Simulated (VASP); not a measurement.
# ZrS (Fm-3m) in VASP: a series of runs

One crystal, ZrS, is run at these levels: r2SCAN, SCAN, optB88-vdW; tasks: relaxation of cell and atoms.

Program: VASP 6.6.1. These are calculated values, not measurements. Logs are shortened: lines on timing, memory, paths and dates and some standing lists are left out, and cuts for length are marked.

**1. The structure**

Symmetry: Fm-3m, No. 225, cubic system. The conventional cell has a = 5.250 Å, b = 5.250 Å, c = 5.250 Å, α = 90.00°, β = 90.00°, γ = 90.00°. Around Zr (site symmetry m-3m) lie 6 S at 2.62 Å. S (site symmetry m-3m) is surrounded by 6 Zr at 2.62 Å.

**2. Relaxation of cell and atoms, r2SCAN**

The input, INCAR:

```
PREC = Accurate
ENCUT = 600
EDIFF = 1E-7
ISMEAR = -1
SIGMA = 0.05
LREAL = F
LASPH = T
NELM = 60
ALGO = Normal
ISIF = 3
LWAVE = F
LCHARG = F
METAGGA = R2SCAN
LMIXTAU = T
IBRION = 2
NSW = 40
EDIFFG = -0.01
```

The input, KPOINTS:

```
regular mesh
0
Gamma
  9 9 9
```

The input, POSCAR:

```
ZrS
1.0
    0.0000000000      2.6250000000      2.6250000000
    2.6250000000      0.0000000000      2.6250000000
    2.6250000000      2.6250000000      0.0000000000
Zr S
1 1
Direct
    0.0000000000      0.0000000000      0.0000000000
    0.5000000000      0.5000000000      0.5000000000
```

Potentials or basis: VASP PAW PBE potentials, release 64 (Zr_sv, S).

Run with:

```console
$ cat potpaw_PBE.64/Zr_sv/POTCAR potpaw_PBE.64/S/POTCAR > POTCAR
$ mpirun -np 1 vasp_std > vasp.out
```

OUTCAR:

```text
PREC = Accurate
   ENCUT = 600
   EDIFF = 1E-7
   ISMEAR = -1
   LREAL = F
   LASPH = T
   NELM = 60
   ISIF = 3
   METAGGA = R2SCAN
   IBRION = 2
   NSW = 40
   EDIFFG = -0.01

 ion  position               nearest neighbor table
   1  0.000  0.000  0.000-   2 2.62   2 2.62   2 2.62   2 2.62   2 2.62   2 2.62
   2  0.500  0.500  0.500-   1 2.62   1 2.62   1 2.62   1 2.62   1 2.62   1 2.62

  LATTYP: Found a face centered cubic cell.
 ALAT       =     5.2500000000

  Lattice vectors:

 A1 = (   0.0000000000,   2.6250000000,   2.6250000000)
 A2 = (   2.6250000000,   0.0000000000,   2.6250000000)
 A3 = (   2.6250000000,   2.6250000000,   0.0000000000)

Analysis of symmetry for initial positions (statically):
=====================================================================
 Subroutine PRICEL returns:
 Original cell was already a primitive cell.

 Routine SETGRP: Setting up the symmetry group for a
 face centered cubic supercell.

 Subroutine GETGRP returns: Found 48 space group operations
 (whereof 48 operations were pure point group operations)
 out of a pool of 48 trial point group operations.

The static configuration has the point symmetry O_h .

Analysis of symmetry for dynamics (positions and initial velocities):
=====================================================================
 Subroutine PRICEL returns:
 Original cell was already a primitive cell.

 Routine SETGRP: Setting up the symmetry group for a
 face centered cubic supercell.

 Subroutine GETGRP returns: Found 48 space group operations
 (whereof 48 operations were pure point group operations)
 out of a pool of 48 trial point group operations.

The dynamic configuration has the point symmetry O_h .

 Subroutine INISYM returns: Found 48 space group operations
 (whereof 48 operations are pure point group operations),
 and found     1 'primitive' translations

----------------------------------------------------------------------------------------

                                     Primitive cell

  volume of cell :      36.1758

  direct lattice vectors                    reciprocal lattice vectors
     0.000000000  2.625000000  2.625000000    -0.190476190  0.190476190  0.190476190
     2.625000000  0.000000000  2.625000000     0.190476190 -0.190476190  0.190476190
     2.625000000  2.625000000  0.000000000     0.190476190  0.190476190 -0.190476190

  length of vectors
     3.712310601  3.712310601  3.712310601     0.329914440  0.329914440  0.329914440

  position of ions in fractional coordinates (direct lattice)
     0.000000000  0.000000000  0.000000000
     0.500000000  0.500000000  0.500000000

  ion indices of the primitive-cell ions
[... 101 lines left out ...]
   LHFCALC =     F    Hartree Fock is set to
   AEXX    =    0.0000 exact exchange contribution
   IVDW    =     0    specifies the selected vdW correction
   LEPSILON=     F    determine dielectric tensor
   LRPA    =     F    only Hartree local field effects (RPA)
 conjugate gradient relaxation of ions
 non-spin polarized calculation
  energy-cutoff  :      600.00
  volume of cell :       36.18
 maximum number of plane-waves:      1243
 NGX is ok and might be reduce to    30
   NGX = 15   NGY = 15   NGZ = 15

--------------------------------------- Ionic step        1  -------------------------------------------

 number of electron      17.9999999 magnetization

 Free energy of the ion-electron system (eV)
  ---------------------------------------------------
  ext. energy  EPLUGINS =         0.00000000
  ---------------------------------------------------
  free energy    TOTEN  =       -33.88156102 eV

  energy without entropy =      -33.86995227  energy(sigma->0) =      -33.87575664

------------------------ aborting loop because EDIFF is reached ----------------------------------------

  FORCE on cell =-STRESS in cart. coord.  units (eV):
  Direction    XX          YY          ZZ          XY          YZ          ZX
  --------------------------------------------------------------------------------------
  -------------------------------------------------------------------------------------
  Total       -0.4476317     -0.4476317     -0.4476317      0.0000000      0.0000000      0.0000000
  in kB      -19.8250134    -19.8250134    -19.8250134      0.0000000      0.0000000      0.0000000
  external PRESSURE =     -19.8250134 kB  Pullay stress =       0.0000000 kB
[... 59 lines left out ...]
--------------------------------------- Ionic step        3  -------------------------------------------

 number of electron      17.9999999 magnetization

 Free energy of the ion-electron system (eV)
  ---------------------------------------------------
  ext. energy  EPLUGINS =         0.00000000
  ---------------------------------------------------
  free energy    TOTEN  =       -33.88486340 eV

  energy without entropy =      -33.87351924  energy(sigma->0) =      -33.87919132

 E-fermi :  11.0595     XC(G=0): -12.0444

 val. band max:       10.9786780680   @ k =   0.4444   0.1111   0.0000
 cond. band min:      11.0942808674   @ k =  -0.4444   0.2222   0.1111
 fundamental gap:      0.1156027993
 Fermi energy:        11.0595173666

 k-point     1 :       0.0000    0.0000    0.0000
  band No.  band energies     occupation
      1     -40.7304      2.00000
      2     -18.0113      2.00000
      3     -18.0113      2.00000
      4     -18.0113      2.00000
      5      -5.7531      2.00000
      6       7.1237      2.00000
      7       7.1237      2.00000
      8       7.1237      2.00000
      9       9.6595      2.00000
     10       9.6595      2.00000
     11       9.6595      2.00000
     12      10.4171      1.99999
     13      10.4171      1.99999
[... 354 lines left out ...]
  band No.  band energies     occupation
      1     -40.6929      2.00000
      2     -18.2970      2.00000
      3     -18.1244      2.00000
      4     -18.1244      2.00000
      5      -4.8690      2.00000
      6       4.2207      2.00000
      7       6.1473      2.00000
      8       6.1473      2.00000
      9       7.5611      2.00000
     10      11.6187      0.00003
     11      13.5509      0.00000
     12      13.5509      0.00000
     13      14.5676      0.00000

 [... further k-points ...]

------------------------ aborting loop because EDIFF is reached ----------------------------------------

  FORCE on cell =-STRESS in cart. coord.  units (eV):
  Direction    XX          YY          ZZ          XY          YZ          ZX
  --------------------------------------------------------------------------------------
  -------------------------------------------------------------------------------------
  Total       -0.0005873     -0.0005873     -0.0005873     -0.0000000     -0.0000000      0.0000000
  in kB       -0.0263945     -0.0263945     -0.0263945     -0.0000000     -0.0000000      0.0000000
  external PRESSURE =      -0.0263945 kB  Pullay stress =       0.0000000 kB
[... 17 lines left out ...]
  FREE ENERGIE OF THE ION-ELECTRON SYSTEM (eV)
  ---------------------------------------------------
  free  energy   TOTEN  =       -33.8848634002 eV

  energy  without entropy=      -33.8735192357  energy(sigma->0) =      -33.87919132

 reached required accuracy - stopping structural energy minimisation
```

CONTCAR:

```text
ZrS
   1.00000000000000
     0.0000000000000000    2.6122563808117572    2.6122563808117572
     2.6122563808117572    0.0000000000000000    2.6122563808117572
     2.6122563808117572    2.6122563808117572    0.0000000000000000
  Zr              S
     1     1
Direct
     0.0000000000000000    0.0000000000000000    0.0000000000000000
     0.5000000000000000    0.5000000000000000    0.5000000000000000

  0.00000000E+00  0.00000000E+00  0.00000000E+00
  0.00000000E+00  0.00000000E+00  0.00000000E+00
```

Wall time 2.9 min (1 thread of Intel Xeon 6975P-C (Granite Rapids), shared host); peak memory 0.19 GiB.

What came out:

```
Free energy                            : -33.8849 eV
Relaxed volume                         : 17.83 Å³/atom
Relaxed cell                           : a = 3.694 Å, b = 3.694 Å, c = 3.694 Å, α = 60.00°, β = 60.00°, γ = 60.00°
Space group after relaxing (to 0.05 Å) : Fm-3m (No. 225)
Energy gained by relaxing              : 1.7 meV/atom
Ionic steps                            : 3
Pressure after relaxing                : 0.0 GPa
```

Step by step:
| step | energy change (eV) | largest force (eV/Å) | pressure (GPa) | volume (Å³) |
| --- | --- | --- | --- | --- |
| 1 | 0.0000 | 0.0000 | -1.98 | 36.18 |
| 2 | 0.0018 | 0.0000 | 2.62 | 35.02 |
| 3 | -0.0033 | 0.0000 | 0.00 | 35.65 |

Final structure:
```
CELL_PARAMETERS angstrom
0.00000 2.61226 2.61226
2.61226 0.00000 2.61226
2.61226 2.61226 0.00000
ATOMIC_POSITIONS crystal
Zr 0.00000 0.00000 0.00000
S 0.50000 0.50000 0.50000
```

Caveat: the bands computed are all filled at some k points, so no gap is given; the PAW data sets were made with another functional, which shifts forces and pressure a little.

**3. Relaxation of cell and atoms, SCAN**

Edit INCAR of step 2 so:

```diff
@@ -12,3 +12,3 @@
 LCHARG = F
-METAGGA = R2SCAN
+METAGGA = SCAN
 LMIXTAU = T
```

KPOINTS is that of step 2.

POSCAR is that of step 2.

Potentials or basis: VASP PAW PBE potentials, release 64 (Zr_sv, S).

Run with:

```console
$ cat potpaw_PBE.64/Zr_sv/POTCAR potpaw_PBE.64/S/POTCAR > POTCAR
$ mpirun -np 1 vasp_std > vasp.out
```

Wall time 3.2 min (1 thread of Intel Xeon 6975P-C (Granite Rapids), shared host); peak memory 0.2 GiB.

Results (log left out):

```
Free energy                            : -43.4102 eV
Relaxed volume                         : 17.75 Å³/atom
Relaxed cell                           : a = 3.689 Å, b = 3.689 Å, c = 3.689 Å, α = 60.00°, β = 60.00°, γ = 60.00°
Space group after relaxing (to 0.05 Å) : Fm-3m (No. 225)
Energy gained by relaxing              : 2.7 meV/atom
Ionic steps                            : 3
Pressure after relaxing                : 0.0 GPa
```

Step by step:
```csv
step,energy change (eV),largest force (eV/Å),pressure (GPa),volume (Å³)
1,0.0000,0.0000,-2.55,36.18
2,0.0029,0.0000,3.40,34.69
3,-0.0055,0.0000,-0.02,35.50
```

Final structure:
```
Zr S
1.0
     0.00000    2.60861    2.60861
     2.60861    0.00000    2.60861
     2.60861    2.60861    0.00000
Zr S
1 1
Direct
  0.00000 0.00000 0.00000
  0.50000 0.50000 0.50000
```

Levels at points of the mesh, in eV from the Fermi level:
```
           k point  band 7  band 8  band 9  band 10  band 11  band 12
(0.00, 0.00, 0.00)   -3.91   -3.91   -1.40    -1.40    -1.40    -0.62
```

Caveat: the bands computed are all filled at some k points, so no gap is given; the PAW data sets were made with another functional, which shifts forces and pressure a little.

**4. Relaxation of cell and atoms, optB88-vdW**

The input, INCAR:

```
PREC = Accurate
ENCUT = 600
EDIFF = 1E-7
ISMEAR = -1
SIGMA = 0.05
LREAL = F
LASPH = T
NELM = 60
ALGO = Fast
ISIF = 3
LWAVE = F
LCHARG = F
GGA = BO
LUSE_VDW = T
AGGAC = 0.0
PARAM1 = 0.1833333333
PARAM2 = 0.22
IBRION = 2
NSW = 40
EDIFFG = -0.01
```

KPOINTS is that of step 3.

POSCAR is that of step 3.

Run with:

```console
$ cat potpaw_PBE.64/Zr_sv/POTCAR potpaw_PBE.64/S/POTCAR > POTCAR
$ mpirun -np 1 vasp_std > vasp.out
```

Wall time 3.5 min (1 thread of Intel Xeon 6975P-C (Granite Rapids), shared host); peak memory 0.36 GiB.

Results (log left out):

```yaml
Free_energy: -11.2717 eV
Relaxed_volume: 17.99 Å³/atom
Relaxed_cell: a = 3.705 Å, b = 3.705 Å, c = 3.705 Å, α = 60.00°, β = 60.00°, γ = 60.00°
Space_group_after_relaxing_to_0.05_Å: Fm-3m (No. 225)
Energy_gained_by_relaxing: 0.2 meV/atom
Ionic_steps: 3
Pressure_after_relaxing: 0.0 GPa
```

The path:
| step | energy change (eV) | largest force (eV/Å) | pressure (GPa) | volume (Å³) |
| --- | --- | --- | --- | --- |
| 1 | 0.0000 | 0.0000 | -0.74 | 36.18 |
| 2 | 0.0002 | 0.0000 | 0.89 | 35.74 |
| 3 | -0.0005 | 0.0000 | 0.00 | 35.97 |

Final structure:
```xyz
2
Lattice="0.0000 2.6201 2.6201 2.6201 0.0000 2.6201 2.6201 2.6201 0.0000" Properties=species:S:1:pos:R:3 pbc="T T T"
Zr    0.0000    0.0000    0.0000
S     2.6201    2.6201    2.6201
```

Levels at points of the mesh, in eV from the Fermi level:
```csv
k point,band 5,band 6,band 7,band 8,band 9,band 10,band 11,band 12,band 13
"(0.00, 0.00, 0.00)",-15.83,-3.54,-3.54,-3.54,-1.31,-1.31,-1.31,-0.61,-0.61
```

Caveat: the bands computed are all filled at some k points, so no gap is given; the PAW data sets were made with another functional, which shifts forces and pressure a little.

**5. For comparison**

An earlier run on the cell as given: functional PBEsol; potentials or basis VASP PAW PBE potentials, release 64 (Zr_sv, S); cutoff 520 eV; k mesh 9 × 9 × 9; occupations fermi-dirac, width 0.05 eV; no spin polarisation.

- Pressure: -6.3 GPa
- Band gap on the k mesh: none (metal or under the smearing width)

**6. Overview**

| task | level | cell | cutoff (eV) | ladder | pressure (GPa) | relaxed volume (Å³/atom) |
| --- | --- | --- | --- | --- | --- | --- |
| relaxation of cell and atoms | r2SCAN | relaxed | 600 | - | 0.0 | 17.83 |
| relaxation of cell and atoms | SCAN | relaxed | 600 | - | 0.0 | 17.75 |
| relaxation of cell and atoms | optB88-vdW | relaxed | 600 | - | 0.0 | 17.99 |
| single point | PBEsol | as given | 520 | free | -6.3 | - |

Alike in all rows: potentials or basis VASP PAW PBE potentials, release 64 (Zr_sv, S); no spin polarisation; k mesh 9 × 9 × 9; smearing fermi-dirac 0.05 eV.

Caveats: the PAW data sets were made with another functional, which shifts forces and pressure a little; the bands computed are all filled at some k points, so no gap is given (some runs).

Total energies depend on the potentials used, so only differences within one code and one set of settings carry meaning.
